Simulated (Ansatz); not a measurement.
# CsSnBr3: the cost of one run

Program: Ansatz 0.2.0. Level of theory: DFT PBEsol, scalar-relativistic, plane waves, PAW, and further levels as typed in the inputs. These are calculated values, not measurements.

## 1. Starting point

The structure is cubic, space group Pm-3m (No. 221). Conventional cell: a = 5.810 Å, b = 5.810 Å, c = 5.810 Å, α = 90.00°, β = 90.00°, γ = 90.00°. Cs (site symmetry m-3m) has 12 Br at 4.11 Å as nearest neighbours. Sn (site symmetry m-3m) is surrounded by 6 Br at 2.90 Å. Around Br (site symmetry 4/mmm) lie 2 Sn at 2.90 Å and 4 Cs at 4.11 Å.

Coordinates:

```cif
data_structure
_symmetry_space_group_name_H-M 'Pm-3m'
_symmetry_Int_Tables_number 221
_cell_length_a 5.8100
_cell_length_b 5.8100
_cell_length_c 5.8100
_cell_angle_alpha 90.000
_cell_angle_beta 90.000
_cell_angle_gamma 90.000
_cell_volume 196.12
loop_
_atom_site_label
_atom_site_type_symbol
_atom_site_symmetry_multiplicity
_atom_site_Wyckoff_symbol
_atom_site_fract_x
_atom_site_fract_y
_atom_site_fract_z
_atom_site_occupancy
Cs1 Cs 1 b 0.50000 0.50000 0.50000 1
Sn1 Sn 1 a 0.00000 0.00000 0.00000 1
Br1 Br 3 d 0.50000 0.00000 0.00000 1
```

## 2. Relaxing cell and atoms: CsSnBr3, no spin

input.yaml

```yaml
crystal:
  lattice:
    - [5.81, 0.0, 0.0]
    - [0.0, 5.81, 0.0]
    - [0.0, 0.0, 5.81]
  atoms:
    - { symbol: Cs, position: [0.5, 0.5, 0.5] }
    - { symbol: Sn, position: [0.0, 0.0, 0.0] }
    - { symbol: Br, position: [0.5, 0.0, 0.0] }
    - { symbol: Br, position: [0.0, 0.5, 0.0] }
    - { symbol: Br, position: [0.0, 0.0, 0.5] }
scf:
  occupations: { method: fixed }
output:
  forces: true
  stress: true
  eigenvalues: true
  write_density: true
  write_potential: true
  elf: true
  volumetric_format: npy
hamiltonian:
  xc: pbesol
relax:
  f_tol: 0.005
  max_steps: 60
  cell: { stress_tol: 0.03 }
kpoints:
  mp_grid: { grid: [6, 6, 6] }
```

Command:

```bash
$ ansatz run input.yaml --threads 8 --pin off --max-ram 24576MiB --backend cpu --events-out ev --progress --plain --runs-dir out
```

What time and memory should one allow on 8 threads of Intel Xeon 6975P-C (Granite Rapids), shared host?

About 3.5 s, with a peak of 0.75 GiB.
